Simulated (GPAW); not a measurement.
# Cu in GPAW: notebook, part 2 of 2

GPAW 26.7.0. Earlier steps stand in the parts before.

## Step 5: Single point, PBE (the (0 0 1) slab of Cu, cut from the database cell, not relaxed)

Input file run.py:

```python
import numpy as np
from ase import Atoms
from ase.dft.bandgap import bandgap
from ase.io import write
from gpaw import GPAW, PW

atoms = Atoms(['Cu', 'Cu', 'Cu', 'Cu', 'Cu'],
              cell=[[2.5340966698, 0, 0.0],
                    [-1.2670483349, 2.1945920917, 0.0],
                    [0.0, 0.0, 23.225142]],
              scaled_positions=[[0.66666667, 0.33333334, 0.322925905],
                                [0.33333333, 0.66666666, 0.4114629525],
                                [0.66666667, 0.33333334, 0.5],
                                [0.33333333, 0.66666666, 0.5885370475],
                                [0.66666667, 0.33333334, 0.677074095]],
              pbc=True)
atoms.pbc = (True, True, False)

calc = GPAW(mode=PW(450),
            xc='PBE',
            kpts={'size': (12, 12, 1), 'gamma': True},
            occupations={'name': 'fermi-dirac', 'width': 0.05},
            nbands=51,
            convergence={'density': 1e-05, 'energy': 1e-05},
            maxiter=150,
            poissonsolver={'dipolelayer': 'xy'},
            txt='gpaw.txt')
atoms.calc = calc
energy = atoms.get_potential_energy()
forces = atoms.get_forces()
calc.write('gs.gpw')
write('result.traj', atoms)
print(f'Energy: {energy:.6f} eV')
print('Forces (eV/A):')
print(forces.round(4))
print('Fermi level:', round(calc.get_fermi_level(), 4), 'eV')
print(f'Gap: {bandgap(calc)[0]:.4f} eV, direct: {bandgap(calc, direct=True)[0]:.4f} eV')

v = calc.get_electrostatic_potential().mean(axis=(0, 1))
z = np.arange(len(v)) * atoms.cell[2, 2] / len(v)
ef = calc.get_fermi_level()
np.savetxt('planar.dat', np.c_[z, v], fmt='%.4f')
below, above = np.interp([1.5, atoms.cell[2, 2] - 1.5], z, v) - ef
print(f'Work functions: bottom {below:.4f} eV, top {above:.4f} eV')
print('Dipole moment:', *calc.get_dipole_moment().round(5), 'e A')
```

Potentials or basis: GPAW PAW data sets (gpaw-data 1.2.1), pw.

Command:

```console
$ OMP_NUM_THREADS=1 python run.py
```

gpaw.txt:

```text
__  _  _
 | _ |_)|_||  |
 |__||  | ||/\| - 26.7.0

Input parameters:
  mode=PW(ecut=450.00000000000006),
  convergence={'density': 1e-05, 'energy': 1e-05},
  kpts=MonkhorstPack(size=(12, 12, 1), gamma=True),
  maxiter=150,
  nbands=51,
  occupations=Occupations(name='fermi-dirac', width=0.05),
  poissonsolver=PoissonSolver(dipolelayer='xy'),
  xc=XC(name='PBE')

Diagonalizing LCAO Hamiltonian
Converting LCAO to pw mode

          Cu

        Cu

          Cu

        Cu

          Cu

Atoms  # Å, Bohr magnetons
|   | symbol |         x |        y |         z |    initial magnetic moments |
|---|--------|-----------|----------|-----------|-----------------------------|
| 0 |     Cu |  1.267048 | 0.731531 |  7.500000 | ( 0.0000,  0.0000,  0.0000) |
| 1 |     Cu | -0.000000 | 1.463061 |  9.556285 | ( 0.0000,  0.0000,  0.0000) |
| 2 |     Cu |  1.267048 | 0.731531 | 11.612571 | ( 0.0000,  0.0000,  0.0000) |
| 3 |     Cu | -0.000000 | 1.463061 | 13.668857 | ( 0.0000,  0.0000,  0.0000) |
| 4 |     Cu |  1.267048 | 0.731531 | 15.725142 | ( 0.0000,  0.0000,  0.0000) |

Unit cell  # Å
| periodic |         x |        y |         z |   lengths |     angles |
|----------|-----------|----------|-----------|-----------|------------|
|      yes |  2.534097 | 0.000000 |  0.000000 |  2.534097 |  90.000000 |
|      yes | -1.267048 | 2.194592 |  0.000000 |  2.534097 |  90.000000 |
|       no |  0.000000 | 0.000000 | 23.225142 | 23.225142 | 120.000000 |

Number of symmetries: 12
Symmetry operations  # r_c * U_cc + t_c -> r_c
|    | kind |            matrix            |
|----|------|------------------------------|
|  0 |  σ   |  1, 1, 0,  0,-1, 0,  0, 0, 1 |
|  1 |  C2  |  1, 1, 0,  0,-1, 0,  0, 0,-1 |
|  2 |  E   |  1, 0, 0,  0, 1, 0,  0, 0, 1 |
|  3 |  σ   |  1, 0, 0,  0, 1, 0,  0, 0,-1 |
|  4 |  C3  |  0, 1, 0, -1,-1, 0,  0, 0, 1 |
|  5 |  S3  |  0, 1, 0, -1,-1, 0,  0, 0,-1 |
|  6 |  σ   |  0,-1, 0, -1, 0, 0,  0, 0, 1 |
|  7 |  C2  |  0,-1, 0, -1, 0, 0,  0, 0,-1 |
|  8 |  σ   | -1, 0, 0,  1, 1, 0,  0, 0, 1 |
|  9 |  C2  | -1, 0, 0,  1, 1, 0,  0, 0,-1 |
| 10 |  C3  | -1,-1, 0,  1, 0, 0,  0, 0, 1 |
| 11 |  S3  | -1,-1, 0,  1, 0, 0,  0, 0,-1 |

BZ-sampling:
  Number of BZ points: 144
  Number of IBZ points: 19

  Monkhorst-Pack size: [12, 12, 1]
  Monkhorst-Pack shift: [0.041666666666666664, 0.041666666666666664, 0.0]

K-points  # in reciprocal-cell coordinates
|     |                                coordinates |     weight |
|-----|--------------------------------------------|------------|
|   0 | ( -0.00000000,  -0.00000000,   0.00000000) | 0.00694444 |
|   1 | (  0.08333333,  -0.00000000,   0.00000000) | 0.04166667 |
|   2 | (  0.16666667,  -0.08333333,   0.00000000) | 0.04166667 |
|   3 | (  0.16666667,  -0.00000000,   0.00000000) | 0.04166667 |
|   4 | (  0.25000000,  -0.08333333,   0.00000000) | 0.08333333 |
|   5 | (  0.25000000,  -0.00000000,   0.00000000) | 0.04166667 |
|   6 | (  0.33333333,  -0.16666667,   0.00000000) | 0.04166667 |
|   7 | (  0.33333333,  -0.08333333,   0.00000000) | 0.08333333 |
|   8 | (  0.33333333,  -0.00000000,   0.00000000) | 0.04166667 |
|   9 | (  0.33333333,   0.33333333,   0.00000000) | 0.01388889 |
| ... |                                            |            |
|  18 | (  0.50000000,   0.50000000,   0.00000000) | 0.02083333 |

Plane wave coefficients: 2861
Cutoff: 450.00000000000006 eV

Spin-components: 1 (collinear spins)
Bands:           51
Projectors:      30
Spin-degeneracy: 2
Datatype:        complex128

Parallelization:
  kpt:    1
  domain: 1
  band:   1

Density:
  Valence electrons: 55.0
  Components: 1
  Grid points: [ 14  14 120]
  Charge: 0.0  # |e|

Potential:
  Grid points: [ 14  14 120]

species:
  Cu:
    name:    Copper
    Z:       29.0
    valence: 11
    core:    18
    charge:  0.0  # [|e|]
    compensation charges:
      type: gauss
      rc: 0.33  # [Å]
      lmax: 2
    cutoffs:
      filter: 2.06  # [Å]
      core: 2.43  # [Å]
    projectors
    | kind |    occ | energy [eV] | rcut [Å] |
    |------|--------|-------------|----------|
    |   4s |  1.000 |      -4.609 |    1.164 |
    |   4p |  0.000 |      -0.698 |    1.164 |
    |   3d | 10.000 |      -5.039 |    1.058 |
    |    s |        |      22.603 |    1.164 |
    |    p |        |      26.513 |    1.164 |
    |    d |        |      22.172 |    1.058 |

    Using partial waves for Cu as LCAO basis

Reference energy: -225107.259206  # eV

eigensolver:
  PPCG
  Converge bands: occupied
  niter=2

density mixing:
  MSR1-Mixer
  Pratt-step length: 0.05
  Maximum mixing coefficient: 0.75
  Old densities: 10
  SVD Regularization: 0.005
  Good broyden scale: 1.0
  Trust region scale: 1.0
  Backstep threshold: 4.0
  History deletion threshold: 6.0
  Fourier metric: weight=20.0, sigma=0.015

occupation numbers:
  Fermi-Dirac:
    width: 0.0500  # eV

<gpaw.new.pw.poisson.DipoleLayerPWPoissonSolver object>
xc functional:
  name: PBE with 2 nearest neighbor stencil

convergence criteria:
- Maximum integral of absolute [dens]ity change: 1e-05 electrons / valence electron
- Maximum [total energy] change in last 3 cyles: 1e-05 eV / valence electron
- Maximum integral of absolute [eigenst]ate change: 4e-08 eV^2 / valence electron
maximum number of iterations: 150

SCF iterations
|iter     | |      energy | eigst |  dens |
|---------|-|-------------|-------|-------|
|iter:   1| |  -21.469474 | +0.17 |       |
|iter:   2| |  -19.955031 | -1.80 | -0.92 |
|iter:   3| |  -40.810629 | -0.56 | -1.00 |
|iter:   4| |  -31.284239 | -0.14 | -0.62 |
|iter:   5| |  -28.320112 | -1.12 | -0.92 |
|iter:   6| |  -21.328848 | -1.75 | -1.03 |
|iter:   7| |  -17.653772 | -1.57 | -1.27 |
|iter:   8| |  -17.448802 | -2.90 | -1.69 |
|iter:   9| |  -17.330591 | -3.53 | -1.89 |
|iter:  10| |  -17.250170 | -3.75 | -2.01 |
|iter:  11| |  -17.244686 | -4.21 | -2.08 |
|iter:  12| |  -17.176272 | -3.92 | -2.07 |
|iter:  13| |  -17.173843 | -2.90 | -2.28 |
|iter:  14| |  -17.134221 | -3.08 | -2.06 |
|iter:  15| |  -17.117972 | -4.08 | -2.46 |
|iter:  16| |  -17.116324 | -4.64 | -2.95 |
|iter:  17| |  -17.116286 | -5.72 | -3.18 |
|iter:  18| |  -17.116437c| -6.12 | -3.52 |
|iter:  19| |  -17.116483c| -7.07 | -3.96 |
|iter:  20| |  -17.116487c| -8.06c| -4.50 |
|iter:  21| |  -17.116483c| -8.51c| -4.69 |
|iter:  22| |  -17.116486c| -8.24c| -5.05c|

Converged in 22 steps
Energy contributions relative to reference atoms: (reference = -225107.259206)

Energy contributions:
  Kinetic:         -58.890059
  Coulomb:          45.872473
  Zero:              0.691374
  External:          0.000000
  Xc:               -4.779067
  Entropy:          -0.022414
  Spinorbit:         0.000000
  ----------------------------
  Free energy:     -17.127693
  Extrapolated:    -17.116486

dipole moment: (1.949244, -1.125399, -0.000020)  # |e|*Ang

Fermi level: 1.144
Eigenvalues  # (at kpt = [-0.000, -0.000, 0.000])
| band index |      eig [eV] | occ [0-2] |
|------------|---------------|-----------|
|          0 |        -8.114 |     2.000 |
|        ... |               |           |
|         23 |        -0.678 |     2.000 |
|         24 |        -0.678 |     2.000 |
|         25 |        -0.547 |     2.000 |
|         26 |        -0.547 |     2.000 |
|         27 |        -0.517 |     2.000 |
|         28 |        -0.517 |     2.000 |
|         29 |         0.105 |     2.000 |
|         30 |         0.798 |     1.998 |
|         31 |         5.303 |     0.000 |
|         32 |         5.733 |     0.000 |
|         33 |         6.324 |     0.000 |
|         34 |         7.762 |     0.000 |
|         35 |         8.043 |     0.000 |
|         36 |        10.487 |     0.000 |
|         37 |        10.738 |     0.000 |
|         38 |        13.754 |     0.000 |
|        ... |               |           |
|         50 |        24.563 |     0.000 |

No gap
No difference between direct/indirect transitions
vacuum-level: 5.884  # V
Workfunctions: 4.739, 4.739 eV (top, bottom)

Forces  # eV/Ang
|        x |        y |        z |
|----------|----------|----------|
|  0.00000 |  0.00000 | -0.27907 |  # Cu   0
| -0.00000 |  0.00000 | -0.01261 |  # Cu   1
| -0.00000 |  0.00000 |  0.00000 |  # Cu   2
|  0.00000 | -0.00000 |  0.01261 |  # Cu   3
| -0.00000 |  0.00000 |  0.27907 |  # Cu   4

# Writing to gs.gpw (mode='')
```

It took 97 s on 1 thread of Intel Xeon Platinum 8259CL at 2.50GHz (Skylake/Cascade Lake), shared host; peak memory 0.22 GiB.

Results:

```yaml
Free_energy: -17.1277 eV
Largest_force: 0.279 eV/Å
Band_gap_on_the_k_mesh: none (metal or under the smearing width)
Dipole_across_the_slab: 0.00 e·Å
Work_function_of_the_upper_face: 4.74 eV
Work_function_of_the_lower_face: 4.74 eV
```

Forces in eV/Å, atoms in the order of the input:
```
Cu   0.000  0.000 -0.279
Cu   0.000  0.000 -0.013
Cu   0.000  0.000  0.000
Cu   0.000  0.000  0.013
Cu   0.000  0.000  0.279
```

Levels at points of the mesh, in eV from the Fermi level:
```csv
k point,band 24,band 25,band 26,band 27,band 28,band 29,band 30,band 31,band 32,band 33
"(0.00, 0.00, 0.00)",-1.82,-1.82,-1.69,-1.69,-1.66,-1.66,-1.04,-0.35,4.16,4.59
"(0.50, 0.50, 0.00)",-1.38,-1.38,0.02,0.13,0.82,1.42,1.65,4.96,5.30,5.78
```

## Step 6: Single point, PBE (the (0 0 1) slab of Cu, cut from the database cell, not relaxed)

Changes to run.py since step 5:

```diff
@@ -6,11 +6,12 @@
 
-atoms = Atoms(['Cu', 'Cu', 'Cu', 'Cu', 'Cu'],
+atoms = Atoms(['Cu', 'Cu', 'Cu', 'Cu', 'Cu', 'Cu'],
               cell=[[2.5340966698, 0, 0.0],
                     [-1.2670483349, 2.1945920917, 0.0],
-                    [0.0, 0.0, 23.225142]],
-              scaled_positions=[[0.66666667, 0.33333334, 0.322925905],
-                                [0.33333333, 0.66666666, 0.4114629525],
-                                [0.66666667, 0.33333334, 0.5],
-                                [0.33333333, 0.66666666, 0.5885370475],
-                                [0.66666667, 0.33333334, 0.677074095]],
+                    [0.0, 0.0, 25.281428]],
+              scaled_positions=[[0.66666667, 0.33333334, 0.2966604576],
+                                [0.33333333, 0.66666666, 0.3779962706],
+                                [0.66666667, 0.33333334, 0.4593320836],
+                                [0.33333333, 0.66666666, 0.5406678966],
+                                [0.66666667, 0.33333334, 0.6220037096],
+                                [0.33333333, 0.66666666, 0.7033395226]],
               pbc=True)
@@ -22,3 +23,3 @@
             occupations={'name': 'fermi-dirac', 'width': 0.05},
-            nbands=51,
+            nbands=61,
             convergence={'density': 1e-05, 'energy': 1e-05},
```

Potentials or basis: GPAW PAW data sets (gpaw-data 1.2.1), pw.

Command:

```console
$ OMP_NUM_THREADS=1 python run.py
```

Wall time 1.7 min (1 thread of Intel Xeon Platinum 8259CL at 2.50GHz (Skylake/Cascade Lake), shared host); peak memory 0.24 GiB.

Results (log left out):

- Free energy: -20.7333 eV
- Largest force: 0.237 eV/Å
- Band gap on the k mesh: none (metal or under the smearing width)
- Dipole across the slab: 0.00 e·Å
- Work function of the upper face: 4.68 eV
- Work function of the lower face: 4.68 eV

Forces in eV/Å, atoms in the order of the input:
```
Cu   0.000  0.000 -0.237
Cu   0.000  0.000 -0.046
Cu   0.000  0.000 -0.007
Cu   0.000  0.000  0.007
Cu   0.000  0.000  0.046
Cu   0.000  0.000  0.237
```

Levels at points of the mesh, in eV from the Fermi level:
```tsv
k point	band 30	band 31	band 32	band 33	band 34	band 35	band 36	band 37
(0.00, 0.00, 0.00)	-1.82	-1.82	-1.73	-1.73	-1.72	-1.72	-0.97	-0.46
(0.50, 0.50, 0.00)	-1.44	-0.05	-0.03	0.38	1.03	1.46	1.61	4.96
```

## Step 7: Single point, PBE (the (0 0 1) slab of Cu, cut from the database cell, not relaxed)

Changes to run.py since step 6:

```diff
@@ -6,12 +6,13 @@
 
-atoms = Atoms(['Cu', 'Cu', 'Cu', 'Cu', 'Cu', 'Cu'],
+atoms = Atoms(['Cu', 'Cu', 'Cu', 'Cu', 'Cu', 'Cu', 'Cu'],
               cell=[[2.5340966698, 0, 0.0],
                     [-1.2670483349, 2.1945920917, 0.0],
-                    [0.0, 0.0, 25.281428]],
-              scaled_positions=[[0.66666667, 0.33333334, 0.2966604576],
-                                [0.33333333, 0.66666666, 0.3779962706],
-                                [0.66666667, 0.33333334, 0.4593320836],
-                                [0.33333333, 0.66666666, 0.5406678966],
-                                [0.66666667, 0.33333334, 0.6220037096],
-                                [0.33333333, 0.66666666, 0.7033395226]],
+                    [0.0, 0.0, 27.337713]],
+              scaled_positions=[[0.66666667, 0.33333334, 0.2743462849],
+                                [0.33333333, 0.66666666, 0.34956419],
+                                [0.66666667, 0.33333334, 0.424782095],
+                                [0.33333333, 0.66666666, 0.5],
+                                [0.66666667, 0.33333334, 0.575217905],
+                                [0.33333333, 0.66666666, 0.65043581],
+                                [0.66666667, 0.33333334, 0.7256537151]],
               pbc=True)
@@ -23,3 +24,3 @@
             occupations={'name': 'fermi-dirac', 'width': 0.05},
-            nbands=61,
+            nbands=70,
             convergence={'density': 1e-05, 'energy': 1e-05},
```

Command:

```console
$ OMP_NUM_THREADS=1 python run.py
```

Wall time 2.3 min (1 thread of Intel Xeon Platinum 8259CL at 2.50GHz (Skylake/Cascade Lake), shared host); peak memory 0.27 GiB.

Results (log left out):

| Quantity | Value |
| --- | --- |
| Free energy | -24.3432 eV |
| Largest force | 0.284 eV/Å |
| Band gap on the k mesh | none (metal or under the smearing width) |
| Dipole across the slab | 0.00 e·Å |
| Work function of the upper face | 4.80 eV |
| Work function of the lower face | 4.80 eV |

Forces on the atoms (eV/Å):
```
Cu   0.000  0.000 -0.284
Cu   0.000  0.000 -0.018
Cu   0.000  0.000 -0.034
Cu   0.000  0.000  0.000
Cu   0.000  0.000  0.034
Cu   0.000  0.000  0.018
Cu   0.000  0.000  0.284
```

Levels at points of the mesh, in eV from the Fermi level:
```tsv
k point	band 37	band 38	band 39	band 40	band 41	band 42
(0.00, 0.00, 0.00)	-1.71	-1.64	-1.64	-1.64	-1.64	-0.77
(0.50, 0.50, 0.00)	0.01	0.23	0.77	1.29	1.58	1.68
```
